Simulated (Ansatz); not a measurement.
**Si: a jump of Si**

These are results of DFT PBE, scalar-relativistic, plane waves, PAW in Ansatz 0.2.0, not measurements. Settings: 420 eV cutoff, 2×2×2 k-mesh, shifted by half a step, Gaussian smearing of 0.02 eV, no spin polarisation.

In a supercell of 32 host sites, Si trades places with a neighbouring Si vacancy, moving 2.21 Å between the relaxed ends. Climbing-image nudged elastic band at fixed cell with images 0 (start) to 6 (end), the path measured over all atoms, converged to 0.05 eV/Å; the order of the saddle wasn't checked, and the small cell leaves errors of about a tenth of an eV.

Command:

```bash
ansatz run input.yaml --threads 8 --pin off --max-ram 20480MiB --backend cpu --events-out ev --progress --plain --runs-dir out
```

Input:

```yaml
crystal:
  lattice:
    - [-5.4700937627, -5.4700937627, 5.4700937627]
    - [5.4700937627, -5.4700937627, -5.4700937627]
    - [5.4700937627, 5.4700937627, 5.4700937627]
  atoms:
    - { symbol: Si, position: [0.25, 0.75, 0.7414324842] }
    - { symbol: Si, position: [0.0010805193, 0.75, -0.0001207761] }
    - { symbol: Si, position: [0.4989194807, 0.4987987046, 0.7489194807] }
    - { symbol: Si, position: [0.25, 0.5010805193, -0.0001207761] }
    - { symbol: Si, position: [0.0085675158, 0.5085675158, 0.2585675158] }
    - { symbol: Si, position: [0.7498792239, 0.75, 0.2510805193] }
    - { symbol: Si, position: [0.4914324842, 0.75, 0.5] }
    - { symbol: Si, position: [-0.0012012954, -0.0010805193, 0.7489194807] }
    - { symbol: Si, position: [0.7501207761, 0.2501207761, 0.7512012954] }
    - { symbol: Si, position: [0.5012012954, 0.2501207761, 0.0001207761] }
    - { symbol: Si, position: [0.25, 0.2498792239, 0.2510805193] }
    - { symbol: Si, position: [0.0010805193, 0.2498792239, 0.5] }
    - { symbol: Si, position: [0.7498792239, 0.5010805193, 0.5] }
    - { symbol: Si, position: [0.7501207761, 0.0012012954, 0.0001207761] }
    - { symbol: Si, position: [0.4989194807, -0.0010805193, 0.2487987046] }
    - { symbol: Si, position: [0.25, -0.0085675158, 0.5] }
    - { symbol: Si, position: [0.0021364682, 0.75, 0.7479936738] }
    - { symbol: Si, position: [0.4979936738, 0.5021364682, 0.5] }
    - { symbol: Si, position: [0.25, 0.5021364682, 0.7479936738] }
    - { symbol: Si, position: [0.0020063262, 0.5020063262, 0.0041427943] }
    - { symbol: Si, position: [0.75, 0.75, 0.0] }
    - { symbol: Si, position: [0.4979936738, 0.75, 0.2521364682] }
    - { symbol: Si, position: [0.0021364682, -0.0020063262, 0.5] }
    - { symbol: Si, position: [0.75, 0.25, 0.5] }
    - { symbol: Si, position: [0.4978635318, 0.2458572057, 0.7478635318] }
    - { symbol: Si, position: [0.25, 0.25, 0.0] }
    - { symbol: Si, position: [0.0020063262, 0.2541427943, 0.2520063262] }
    - { symbol: Si, position: [0.7541427943, 0.5020063262, 0.2520063262] }
    - { symbol: Si, position: [0.7458572057, -0.0021364682, 0.7478635318] }
    - { symbol: Si, position: [0.4978635318, -0.0021364682, -0.0041427943] }
    - { symbol: Si, position: [0.25, -0.0020063262, 0.2521364682] }
basis:
  ecutwfc: 420
  xc_grid: 2
kpoints:
  mp_grid: { grid: [2, 2, 2], shift: [0.5, 0.5, 0.5] }
hamiltonian:
  xc: pbe
scf:
  occupations: { method: gaussian, width: 0.02 }
output:
  forces: true
neb:
  images: 5
  f_tol: 0.05
  max_iterations: 70
  order_check: false
  final_atoms:
    - { symbol: Si, position: [0.25, 0.75, 0.5085675314] }
    - { symbol: Si, position: [0.0020063278, 0.75, -0.0021364721] }
    - { symbol: Si, position: [0.4978635279, 0.5020063278, 0.75] }
    - { symbol: Si, position: [0.25, 0.5020063278, -0.0021364721] }
    - { symbol: Si, position: [0.0021364721, 0.5021364721, 0.2541427999] }
    - { symbol: Si, position: [0.75, 0.75, 0.25] }
    - { symbol: Si, position: [0.4978635279, 0.75, 0.5020063278] }
    - { symbol: Si, position: [0.0020063278, -0.0021364721, 0.75] }
    - { symbol: Si, position: [0.75, 0.25, 0.75] }
    - { symbol: Si, position: [0.4979936722, 0.2458572001, -0.0020063278] }
    - { symbol: Si, position: [0.25, 0.25, 0.25] }
    - { symbol: Si, position: [0.0021364721, 0.2541427999, 0.5021364721] }
    - { symbol: Si, position: [0.7541427999, 0.5021364721, 0.5021364721] }
    - { symbol: Si, position: [0.7458572001, -0.0020063278, -0.0020063278] }
    - { symbol: Si, position: [0.4979936722, -0.0020063278, 0.2458572001] }
    - { symbol: Si, position: [0.25, -0.0021364721, 0.5020063278] }
    - { symbol: Si, position: [0.0085675314, 0.75, 0.75] }
    - { symbol: Si, position: [0.5012012979, 0.5010805217, 0.5010805217] }
    - { symbol: Si, position: [0.25, 0.5085675314, 0.75] }
    - { symbol: Si, position: [0.0010805217, 0.5010805217, 0.0012012979] }
    - { symbol: Si, position: [0.7501207761, 0.75, -0.0010805217] }
    - { symbol: Si, position: [0.4989194783, 0.75, 0.2501207761] }
    - { symbol: Si, position: [0.0010805217, 0.0012012979, 0.5010805217] }
    - { symbol: Si, position: [0.7498792239, 0.2498792239, 0.4987987021] }
    - { symbol: Si, position: [0.4989194783, 0.2501207761, 0.75] }
    - { symbol: Si, position: [0.25, 0.2501207761, -0.0010805217] }
    - { symbol: Si, position: [-0.0012012979, 0.2498792239, 0.2498792239] }
    - { symbol: Si, position: [0.7498792239, 0.4987987021, 0.2498792239] }
    - { symbol: Si, position: [0.7501207761, -0.0010805217, 0.75] }
    - { symbol: Si, position: [0.4914324686, -0.0085675314, -0.0085675314] }
    - { symbol: Si, position: [0.25, -0.0010805217, 0.2501207761] }
```

Course of the band:

| iteration | largest band force (eV/Å) | climbing image | energies over image 0 (eV) |
| --- | --- | --- | --- |
| 1 | 0.622 | none | 0.000 0.177 0.582 0.807 0.582 0.177 0.000 |
| 2 | 0.210 | 3 | 0.000 0.079 0.302 0.483 0.302 0.079 0.000 |
| 3 | 0.049 | 3 | 0.000 0.078 0.282 0.429 0.282 0.078 0.000 |
| 4 | 0.057 | 3 | 0.000 0.078 0.282 0.427 0.282 0.078 0.000 |
| 5 | 0.005 | 3 | 0.000 0.076 0.280 0.427 0.280 0.076 0.000 |

Final band:

```tsv
image	path (Å)	E − E(0) (eV)	Si x (Å)	Si y (Å)	Si z (Å)	force on Si (eV/Å)
0	0.00	0.000	6.791	-1.414	1.321	0.02
1	0.40	0.076	6.590	-1.615	1.120	0.32
2	0.81	0.280	6.381	-1.824	0.911	0.55
3	1.21	0.427	6.154	-2.051	0.684	0.00
4	1.62	0.280	5.927	-2.278	0.457	0.55
5	2.02	0.076	5.717	-2.488	0.247	0.32
6	2.42	0.000	5.517	-2.688	0.047	0.02
```

Barrier 0.43 eV. The run took 4.5 min on 8 threads of Intel(R) Xeon(R) Processor @ 2.50GHz (Skylake/Cascade Lake), on a shared host, peak memory 3.7 GiB.